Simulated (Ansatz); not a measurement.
## Relaxing Zn

Computed with DFT PBE, scalar-relativistic, plane waves, PAW in Ansatz. Cutoff 420 eV, Γ-centred k mesh, Gaussian smearing, no spin polarisation in the final step.

Zn was placed on the sites of a reported C cell (P6_3/mmc, No. 194), at a guessed volume.

```xyz
8
Lattice="3.3730 0.0000 0.0000 -1.6865 2.9211 0.0000 0.0000 0.0000 11.0162" Properties=species:S:1:pos:R:3 pbc="T T T"
Zn    0.0000    0.0000    1.0328
Zn    0.0000    0.0000    6.5409
Zn    0.0000    0.0000    4.4753
Zn    0.0000    0.0000    9.9835
Zn    0.0000    1.9474    1.7213
Zn    1.6865    0.9737    7.2294
Zn    0.0000    1.9474    3.7868
Zn    1.6865    0.9737    9.2949
```

Cell and atoms relax at zero pressure; the relaxation can't lower the symmetry of the start. After a coarse first stage the cell is made exact in the group found at 0.06 Å.

Energies count from the standard state of Zn at the same level.

(1) Describe the relaxed structure.

(2) What are its volume, energy, density and gap?

Answers

(1) It ends in P6/mmm (No. 191). Conventional cell: a = 4.318 Å, c = 4.934 Å. Around Zn on Wyckoff site e (2 atoms of the primitive cell) lie 2 Zn at 2.40–2.53 Å and 6 Zn at 2.80 Å; around Zn on Wyckoff site c (2 atoms of the primitive cell) lie 3 Zn at 2.49 Å and 6 Zn at 2.80 Å.

```cif
data_structure
_symmetry_space_group_name_H-M 'P6/mmm'
_symmetry_Int_Tables_number 191
_cell_length_a 4.3178
_cell_length_b 4.3178
_cell_length_c 4.9342
_cell_angle_alpha 90.000
_cell_angle_beta 90.000
_cell_angle_gamma 120.000
_cell_volume 79.67
loop_
_atom_site_label
_atom_site_type_symbol
_atom_site_symmetry_multiplicity
_atom_site_Wyckoff_symbol
_atom_site_fract_x
_atom_site_fract_y
_atom_site_fract_z
_atom_site_occupancy
Zn1 Zn 2 e 0.00000 0.00000 0.25634 1
Zn2 Zn 2 c 0.33333 0.66667 0.00000 1
```

(2) The volume per atom is 19.92 Å³. The density is 5.45 g/cm³, the energy over the standard structure is 0.20 eV/atom and the gap on the 12×12×10 mesh is 0 eV (a metal).

The final run used a 12×12×10 mesh on its 4-atom cell and 0.10 eV smearing. The k mesh leaves about 4 meV/atom of noise in metals. Symmetry constrained the relaxation, so the result can be a saddle point.